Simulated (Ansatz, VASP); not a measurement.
Os in VASP and in Ansatz

```
CELL_PARAMETERS angstrom
0.00000 1.94271 1.94271
1.94271 0.00000 1.94271
1.94271 1.94271 0.00000
ATOMIC_POSITIONS crystal
Os 0.00000 0.00000 0.00000
```

Alike in both runs: task single point; functional PBEsol; k mesh 8 × 8 × 8; occupations gaussian, width 0.1 eV; no spin polarisation.

|  | VASP | Ansatz |
| --- | --- | --- |
| version | VASP 6.6.1 | Ansatz 0.2.0 |
| potentials or method | VASP PAW PBE potentials, release 64 (Os) | scalar-relativistic, plane waves, PAW |
| plane-wave cutoff (eV) | 520 | 420 |
| valence electrons in the cell | 8 | 16 |

|  | VASP | Ansatz | Ansatz less VASP |
| --- | --- | --- | --- |
| gap on the k mesh at the Fermi level (eV) | none | none | - |
| pressure (GPa) | -19.1 | -19.1 | +0.03 |

A gap of «none» marks a metal or a gap that the smearing closes. The two sets of potentials don't hold the same shells in valence.

Caveats: so large a pressure means that the cell lies far from this level's equilibrium, or that cutoff or potentials fall short (VASP); the potentials were made for another functional, which shifts forces and pressure (VASP). Spin-orbit coupling is left out, which matters for the levels of Os.
